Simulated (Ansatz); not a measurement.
The structure is an experimental refinement, used without relaxation. The listed cell was then made from it by scaling, straining or moving an atom.

An input for Na: DFT, PBE, all-electron PAW with datasets made for the crystal, scalar-relativistic (Ansatz 0.2.0).

```yaml
crystal:
  lattice:
    - [3.8446792938, 0.0, 0.0]
    - [-1.9223396469, 3.3295899378, 0.0]
    - [0.0, 0.0, 5.90784]
  atoms:
    - { symbol: Na, position: [0.3333333333, 0.6666666667, 0.25] }
    - { symbol: Na, position: [0.6666666667, 0.3333333333, 0.75] }
kpoints:
  mp_grid: { grid: [13, 13, 7] }
scf:
  occupations: { method: fermi_dirac, width: 0.05 }
hamiltonian:
  xc: pbe
  pseudopotentials: { kind: all_electron, datasets: crystal }
output:
  forces: true
  stress: true
  eigenvalues: true
  efg: { contact_densities: true }
```

The results part of the log:

```
SCF 1 converged in 8 iterations: F = -8840.143417 eV  dr2 = 9.29e-9
  Residual-converged pass: ⟨swp⟩=4.0  Hψ=3038  notcnv=0  max |occ|·‖R‖ = 5.2e-6 eV (tolerance 5.3e-6 eV)  dr2=9.41e-9  dr2_onsite=9.82e-10  max |Δocc| = 1.9e-9
  greatest PAW one-centre occupation: 1.000 electrons in one spin orbital (limit 2), on the Na atom at site 0 (counted from 0), in its partial waves of l = 1
SCF converged after 8 iterations
Free energy (F): -8840.143417 eV
Harris-Foulkes:  -8840.143417 eV  (|F-HF|=7.85e-9)
Internal energy: -8840.134383 eV  (E = F + TS)
E sigma→0 (E₀):  -8840.138900 eV
Entropy (-TS):   -0.009034 eV (-4.517 meV/atom)
Past the cutoff: the bands carry plane waves up to 1.75 times it, of which those up to 1.5 times it add -0.000467 eV an atom, each by itself; the spheres take 0.000705 eV an atom off the energy for waves past 1.75 times it
By the cutoff:   a pressure is off by up to 0.008 GPa (1.2 times the spheres' own share and the shells' term, over an atom's volume, and 0.004 GPa: a bound that held against runs at twice the plane waves)
Past the cutoffs: a stress includes 0.0014 GPa for waves and charges beyond them, in addition to the slope of what the spheres take
In the spheres:  the bands' charges fall short by 3.9e-6 e at most (sound up to 1e-3)
Fermi energy:    1.509336 eV
--- Per-component energies (eV) ---
  The terms above E_closure are by the made datasets' own strengths, without shells solved beside the bands.
--- Forces (eV/Å), atoms counted from 1 ---
  atom   1  Na     0.00000000    -0.00000000     0.00000000
  atom   2  Na     0.00000000     0.00000000    -0.00000000
  max |Σ_I F_I| component: 7.23e-20 eV/Å
--- Stress (GPa, compression-positive) ---
       -0.285165      -0.000000       0.000000
       -0.000000      -0.285165       0.000000
        0.000000       0.000000       0.210608
  P = ⅓ Tr σ = -0.1199 GPa (-1.199 kbar)
--- PAW observables at the nuclei: V_zz in 10²¹ V/m², potentials from the cell's mean, atoms counted from 1 ---
  atom   1  Na V_zz =    +0.054989   η = 0.0000   by run symmetry: allowed
            electrostatic potential = -971.388088 V   contact ρ = 5909.627467 e/Å³
  atom   2  Na V_zz =    +0.054989   η = 0.0000   by run symmetry: allowed
            electrostatic potential = -971.388088 V   contact ρ = 5909.627467 e/Å³
--- Band table (eV; the first three rows and the last of 84) ---
  k-point 0: bands = ["-51.5013", "-51.4991", "-23.4456", "-23.4133", "-23.4133", "-23.4078", "-23.4069", "-23.4069", "-1.7225", "2.3493", "2.8200"]
  k-point 1: bands = ["-51.5012", "-51.4992", "-23.4438", "-23.4130", "-23.4130", "-23.4097", "-23.4072", "-23.4072", "-1.6318", "1.4466", "3.8751"]
  k-point 2: bands = ["-51.5009", "-51.4995", "-23.4386", "-23.4150", "-23.4121", "-23.4121", "-23.4081", "-23.4081", "-1.3604", "0.5009", "5.2781"]
  k-point 83: bands = ["-51.4993", "-51.4993", "-23.4355", "-23.4351", "-23.4249", "-23.4222", "-23.4130", "-23.4125", "2.8436", "3.3138", "3.7466"]
```
